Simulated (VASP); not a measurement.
Write the native input for VASP 6.6.1 that does the following.

| Quantity | Value |
| --- | --- |
| Task | relaxation of cell and atoms |
| Functional | LDA |
| Potentials or basis | VASP PAW LDA potentials, release 64 (Ga_d, N) |
| Cutoff | 600 eV |
| k mesh | 12 × 12 × 5 |
| Occupations | gaussian, width 0.03 eV |
| Spin | no spin polarisation |
| Further INCAR settings | ALGO = Normal; EDIFF = 1e-07; IBRION = 2; EDIFFG = -0.005; NSW = 90; ISIF = 3 |

The structure of GaN lies in POSCAR:

```
GaN                                     
1.0
    3.1565805932      0.0000000000      0.0000000000
   -1.5782902966      2.7336789828     -0.0000000000
    0.0000000000      0.0000000000      5.1474125460
  Ga              N             
     2     2
Direct
     0.3333333332999970    0.6666666667000030    0.9993961473949373
     0.6666666667000030    0.3333333332999970    0.4993961473949374
     0.3333333332999970    0.6666666667000030    0.3756038526050626
     0.6666666667000030    0.3333333332999970    0.8756038526050627
```

One way to write it, as run:

INCAR

```
SYSTEM = GaN
PREC = Accurate
ENCUT = 600
EDIFF = 1E-7
ISMEAR = 0
SIGMA = 0.03
LREAL = .False.
LASPH = .True.
NELM = 80
ALGO = Normal
ISIF = 3
LWAVE = .False.
LCHARG = .False.
IBRION = 2
NSW = 90
EDIFFG = -0.005
KPAR = 2
```

KPOINTS

```
regular mesh
0
Gamma
  12 12 5
  0 0 0
```

Potentials or basis: VASP PAW LDA potentials, release 64 (Ga_d, N).

The run is started by

```bash
$ cat potpaw_LDA.64/Ga_d/POTCAR potpaw_LDA.64/N/POTCAR > POTCAR
$ mpirun -np 2 vasp_std > vasp.out
```

It gave:

The relaxed volume is 11.11 Å³/atom. The relaxed cell is a = 3.157 Å, b = 3.157 Å, c = 5.148 Å, α = 90.00°, β = 90.00°, γ = 120.00°, the space group after relaxing (to 0.05 Å) is P6_3mc (No. 186) and the energy gained by relaxing is 0.0 meV/atom. The ionic steps are 3, the pressure after relaxing is 0.0 GPa and the band gap on the k mesh is 2.11 eV, direct.

Wall time 75 s on 2 MPI ranks on Intel(R) Xeon(R) Platinum 8259CL CPU @ 2.50GHz (Skylake/Cascade Lake), with other jobs on the host, peak memory 0.18 GiB a rank.
